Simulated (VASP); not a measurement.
GeSe:

```
Ge Se
1.0
    10.79000    0.00000    0.00000
     0.00000    3.82000    0.00000
     0.00000    0.00000    4.38000
Ge Se
4 4
Cartesian
  1.3056 2.8650 3.9157
  6.7006 2.8650 2.6543
  4.0894 0.9550 1.7257
  9.4844 0.9550 0.4643
  9.1931 2.8650 2.1769
  3.7981 2.8650 0.0131
  6.9919 0.9550 4.3669
  1.5969 0.9550 2.2031
```

| Property | Result |
| --- | --- |
| Program | VASP 6.6.1 |
| Task | relaxation of cell and atoms |
| Functional | PBE |
| Dispersion | D3(BJ) |
| Potentials or basis | VASP PAW PBE potentials, release 64 (Ge_d, Se) |
| Cutoff | 600 eV |
| k mesh | 4 × 8 × 6 |
| Occupations | gaussian, width 0.03 eV |
| Spin | no spin polarisation |

At the start: pressure 3.3 GPa; volume 22.57 Å³/atom.

Question: Where does the relaxation end?

Answer: Over 25 steps the energy falls by 11.7 meV/atom and the volume is 23.52 Å³/atom (+4.2 %); space group Pnma (No. 62, to 0.05 Å).

The path:
```
step  energy change (eV)  largest force (eV/Å)  pressure (GPa)  volume (Å³)
   1              0.0000                0.2543            3.31       180.53
   2             -0.0416                0.2877           -2.39       193.00
   3             -0.0841                0.1310           -0.08       187.88
   4             -0.0841                0.1262           -0.02       187.73
   5             -0.0878                0.0880            0.00       187.88
   6             -0.0900                0.0458            0.02       188.07
   7             -0.0901                0.0431            0.06       188.10
   8             -0.0912                0.0347           -0.05       188.44
   9             -0.0912                0.0360           -0.21       188.86
  10             -0.0914                0.0347           -0.19       188.67
  11             -0.0920                0.0429            0.00       188.33
  12             -0.0921                0.0472            0.14       188.14
  13             -0.0926                0.0377            0.09       188.16
  14             -0.0932                0.0185            0.04       188.20
  15             -0.0934                0.0170           -0.06       188.33
  16             -0.0934                0.0168           -0.04       188.37
  17             -0.0934                0.0168           -0.09       188.43
  18             -0.0935                0.0168           -0.04       188.34
  19             -0.0936                0.0184            0.02       188.17
  20             -0.0936                0.0183            0.11       188.14
  21             -0.0936                0.0183           -0.02       188.16
  22             -0.0936                0.0183            0.06       188.15
  23             -0.0937                0.0132            0.01       188.18
  24             -0.0937                0.0124           -0.02       188.22
  25             -0.0938                0.0096            0.01       188.18
```

Final structure:
```
CELL_PARAMETERS angstrom
10.95973 0.00000 0.00000
0.00000 3.88180 0.00000
0.00000 0.00000 4.42316
ATOMIC_POSITIONS crystal
Ge 0.12293 0.75000 0.89010
Ge 0.62293 0.75000 0.60990
Ge 0.37707 0.25000 0.39010
Ge 0.87707 0.25000 0.10990
Se 0.85450 0.75000 0.49865
Se 0.35450 0.75000 0.00135
Se 0.64550 0.25000 0.99865
Se 0.14550 0.25000 0.50135
```
